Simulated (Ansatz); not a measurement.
ZnO: enthalpy against pressure

ZnO, P6_3mc, a = 3.279 Å, c = 5.293 Å. Ansatz: PBE, PAW, 420 eV, Γ-centred 12×12×6 mesh on 4 atoms, Gaussian smearing 0.02 eV; no spin polarisation. Cell and atoms are relaxed at each pressure, and no other structure is tried; the real crystal is known to change phase within this range, so the rows at high pressure are metastable. y is the enthalpy over the state at zero pressure; there V0 = 12.325 Å³/atom. The pressures are the targets, met within 0.04 GPa.

```
P (GPa) y (eV/atom)
   -3.0      -0.2336
    0.0       0.0000
    3.0       0.2282
    8.0       0.5982
   15.0            ?
   30.0       2.1114
   60.0       3.9742
```

Task: Fit y = c1 P + c2 P² + c3 P³ to the other rows, say what c1 and c2 mean, and predict the missing value.

Result: Least squares on the rows shown. y = 0.076791 P − 0.00025170 P² + 1.2634×10⁻⁶ P³. Since dH/dP = V, c1 is V0: 0.076791 eV/GPa × 160.2 = 12.302 Å³ against 12.325; c2 = −V0/(2B0) gives B0 = 153 GPa, where a Birch–Murnaghan fit to the volumes of the same runs (not shown) gives 129 GPa: a cubic over this range folds the higher terms into c2. At P = 15.0 the fit asked for gives 1.0995 eV/atom. The run gave 1.0978 eV/atom, so the fit is 0.0017 eV/atom too high, 0.04 % of the span of the series, against an rms of 0.0005 eV/atom on the fitted rows. With a term in P⁴ added, a fit to the same known rows predicts 1.0973 eV/atom, so most of the miss is curvature that the known rows already hold.